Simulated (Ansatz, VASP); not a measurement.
Ni in VASP and in Ansatz

INCAR

```
PREC = Accurate
ENCUT = 520
EDIFF = 1E-7
ISMEAR = -1
SIGMA = 0.05
LREAL = F
LASPH = T
NELM = 120
ALGO = Normal
ISIF = 2
LWAVE = F
LCHARG = F
ISPIN = 2
MAGMOM = 1
LORBIT = 11
LMAXMIX = 4
GGA = PE
NBANDS = 15
```

KPOINTS

```
regular mesh
0
Gamma
  13 13 13
```

POSCAR

```
Ni
1.0
    0.0000000000      1.7021023080      1.7021023080
    1.7021023080      0.0000000000      1.7021023080
    1.7021023080      1.7021023080      0.0000000000
Ni
1
Direct
    0.0000000000      0.0000000000      0.0000000000
```

input.yaml

```yaml
crystal:
  lattice:
    - [0.0, 1.702102308, 1.702102308]
    - [1.702102308, 0.0, 1.702102308]
    - [1.702102308, 1.702102308, 0.0]
  atoms:
    - { symbol: Ni, position: [0.0, 0.0, 0.0], spin: 1.0 }
hamiltonian:
  xc: pbe
  pseudopotentials: { kind: paw }
magnetization:
  spin_polarized: true
kpoints:
  mp_grid: { grid: [13, 13, 13] }
scf:
  occupations: { method: fermi_dirac, width: 0.05 }
output:
  forces: true
  stress: true
  eigenvalues: true
```

Change from the starting cell: volume scaled by 0.94.

Alike in both runs: task single point; functional PBE; k mesh 13 × 13 × 13; occupations fermi-dirac, width 0.05 eV; collinear spin, ferromagnetic start.

|  | VASP | Ansatz |
| --- | --- | --- |
| version | VASP 6.6.1 | Ansatz 0.2.0 |
| potentials or method | VASP PAW PBE potentials, release 64 (Ni) | Ansatz PAW |
| plane-wave cutoff (eV) | 520 | 420 |
| valence electrons in the cell | 10 | 18 |

Ansatz gave:

```
gap on the k mesh at the Fermi level (eV)                     : none
pressure (GPa)                                                : 25.2
net moment per atom (μB)                                      : 0.62
size of the moment on the site where the two differ most (μB) : 0.66
```

Which values does VASP return?

gap on the k mesh at the Fermi level (eV): none; pressure (GPa): 24.7; net moment per atom (μB): 0.62; size of the moment on the site where the two differ most (μB): 0.62.

Site moments also hang on the region over which each program counts them. A gap of «none» marks a metal or a gap that the smearing closes. With one functional, cell and mesh, what is left measures potentials, basis and numerics. The two sets of potentials don't hold the same shells in valence.
